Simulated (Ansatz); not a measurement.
KI, space group Cmcm, a comparison of functionals at one structure

Program: the Ansatz DFT code, driven from Python.

Run as a notebook:

**Cell 1**
```python
import csv

import ansatz as az
```

**Cell 2**
```python
SETTINGS = {
    "k_density": 3.1,
    "filling": "Fixed",
    "tolerance": 1e-05,
}
```

**Cell 3**
```python
lattice = az.Lattice.of(
    (2.51266, -4.255227, 0.0),
    (2.51266, 4.255227, 0.0),
    (0.0, 0.0, 8.676589),
)
sites = [
    ("K", (0.5, 0.5, 0.5)),
    ("K", (0.5, 0.5, 0.0)),
    ("I", (0.84023, 0.15977, 0.25)),
    ("I", (0.15977, 0.84023, 0.75)),
]
ki = az.Crystal(lattice=lattice)
for symbol, position in sites:
    ki = ki.atom(symbol, position)
```

**Cell 4**
```python
ki.resolved().sites[-1]
```
Output:
```text
Site(symbol='I', position=(0.15977, 0.84023, 0.75), moment=None, axis=None, held=None, saved=None)
```

**Cell 5**
```python
job = (
    ki.calculation()
    .kpoints(density=SETTINGS["k_density"])
    .pseudopotentials("paw")
    .occupations(SETTINGS["filling"])
    .scf(tolerance=SETTINGS["tolerance"])
    .basis(16 * az.Ha)
    .accuracy("low")
    .stress()
)

rows = []
for value in ["lda", "blyp", "r2scan"]:
    r = job.functional(value).run(threads=1, pin="off").report
    rows.append((value, r["free_energy_ev"] / len(r["lattice"]["sites"]), r["n_iterations"], sum(r["stress_gpa"][i][i] for i in range(3)) / 3, r["n_kpoints"]))

with open("xc.csv", "w", newline="") as handle:
    writer = csv.writer(handle)
    writer.writerow(["functional", "F/atom (eV)", "iterations", "P (GPa)", "k-points"])
    writer.writerows([round(v, 5) if isinstance(v, float) else v for v in row] for row in rows)
print(open("xc.csv").read())
```
Output:
```text
DeckWarning: output.stress: scf.convergence.dr2_threshold = 1e-5 eV is looser than the 4e-10 eV advised for a printed stress (1e-10 eV for each atom of the cell: 4). What an SCF threshold leaves in a [...]
DeckWarning: basis.ecutwfc = 435.382179935808 eV is below the records' recommended 500 eV, and the density's cutoff is lower with it unless basis.ecutrho_ratio is high enough to keep the records' density cutoff: compare with a run at a higher cutoff
functional,F/atom (eV),iterations,P (GPa),k-points
lda,-4427.48806,6,-1.67951,18
blyp,-4538.68033,6,0.66116,18
r2scan,-4536.93613,6,-0.41433,18
```

What to keep in mind:
- The cutoff lies under the one recommended for these potentials in some of the runs.
- Under the recommended cutoff a pressure can be off by several GPa, even in sign.
- Pressure is positive in compression.
- The structure comes from a database of computed cells and needn't be a stable or known phase.
- Warnings are shown shortened and without file and line.
- Total energies of different functionals can't be compared; pressures, moments and gaps at this one structure can.
- The whole script took 15 s on 1 thread of Arm Neoverse V2, on a shared host, peak memory 0.62 GiB.

(Lines on the test bed's own set-up are left out of the output.)
